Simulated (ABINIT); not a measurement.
An input for ABINIT 10.8.3 (ZnSe (Stilleite)):

```
acell 3*1.0 Angstrom
rprim 
  -0.000000000000 2.833800000000 2.833800000000
  2.833800000000 0.000000000000 2.833800000000
  2.833800000000 2.833800000000 -0.000000000000
ntypat 2
znucl 30 34
natom 2
typat 1 2
xred 
  0.000000000000 0.000000000000 0.000000000000
  0.250000000000 0.250000000000 0.250000000000
pp_dirpath "pseudos"
pseudos "Zn.upf, Se.upf"
ecut 48
nspinor 2
ngkpt 6 6 6
nshiftk 1
shiftk 0 0 0
kptopt 1
chksymbreak 0
nband 54
occopt 1
tolvrs 1e-10
nstep 60
prtwf 0
optforces 0
optstress 0
indata_prefix "in"
outdata_prefix "out"
tmpdata_prefix "tmp"
```

```sh
OMP_NUM_THREADS=1 mpirun -n 8 abinit run.abi > log
```

**Question.** How long will it take on 8 MPI ranks of Intel Xeon Platinum 8259CL at 2.50GHz (Skylake/Cascade Lake), shared host, and how much memory?

It took 2 min; on shared hardware allow 61 s to 4.1 min. Peak host memory was 0.92 GiB.

[Paths, hosts, dates, memory and timing lines, banners, echoed tables and standing remarks are left out of the program output.]

[Logs are printed without paths, hosts, clocks, repeated set-up lines and the standing remarks that a program may print on its own settings, such as how far it seeks lower states.]

[Runs of the session that timed out or met a known fault of the program may be left out.]

[Hosts, paths, dates, database ids (printed as entryN), source tags and the programs' standing remarks are cut or masked in the printed files.]

[G0W0 gaps are taken among the corrected bands and points alone; a level outside them can change the order at an edge.]

[Where Ansatz stands beside ABINIT at settings called matched, ABINIT's density can come from a denser mesh and the files from another edition; pairs whose starting gaps differed by over 0.03 eV were left out, so agreement reads better than it is.]
